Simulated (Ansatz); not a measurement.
## AlN: what symmetry allows forces and stress to be

```
Al N
1.0
     3.03488    0.00000    0.00000
    -1.51744    2.62828    0.00000
     0.00000    0.00000    5.30421
Al N
2 2
Direct
  0.33333 0.66667 0.98795
  0.66667 0.33333 0.48795
  0.33333 0.66667 0.39705
  0.66667 0.33333 0.89705
```

These are results of DFT PBE, scalar-relativistic, plane waves, PAW (Ansatz), not measurements.

Plane waves to 420 eV, a k mesh through Γ of 9×9×6 on the computed 4-atom cell and Gaussian smearing (0.02 eV); no spin polarisation.

This distorted cell has space group P6_3mc, with 12 operations.

Problem. Without a calculation: in which directions can each atom feel a force?

Solution. A force must be left unchanged by every operation that keeps its atom in place, so it lies in the space that those operations leave fixed. Atoms that the group maps onto each other feel forces of one size.
| atom | site symmetry | operations at the site | equivalent to atom | allowed force (Cartesian) |
| --- | --- | --- | --- | --- |
| Al1 | 3m. | 6 | 1 | along (0.00, 0.00, 1.00) |
| Al2 | 3m. | 6 | 1 | along (0.00, 0.00, 1.00) |
| N3 | 3m. | 6 | 3 | along (0.00, 0.00, 1.00) |
| N4 | 3m. | 6 | 3 | along (0.00, 0.00, 1.00) |

That leaves 2 independent force components of 12, tied by 1 condition that the forces sum to zero, so 1 remains. A relaxation in this cell that keeps the symmetry moves the atoms in these directions alone.

Problem. And the stress tensor?

Solution. It must be invariant under the point group, which leaves 2 independent components: yz, xz, xy vanish; xx = yy.

Problem. Do the computed values obey this?

Solution. Yes. Forces (eV/Å):
```
Al1  0.000  0.000  1.421
Al2  0.000  0.000  1.421
N3   0.000  0.000 -1.421
N4   0.000  0.000 -1.421
```

Stress (GPa, compression positive, xx yy zz yz xz xy): 22.24 22.24 -15.88 0.00 0.00 0.00. The program imposes the same operations on density, forces and stress, so this confirms the analysis and is no independent test of the calculation.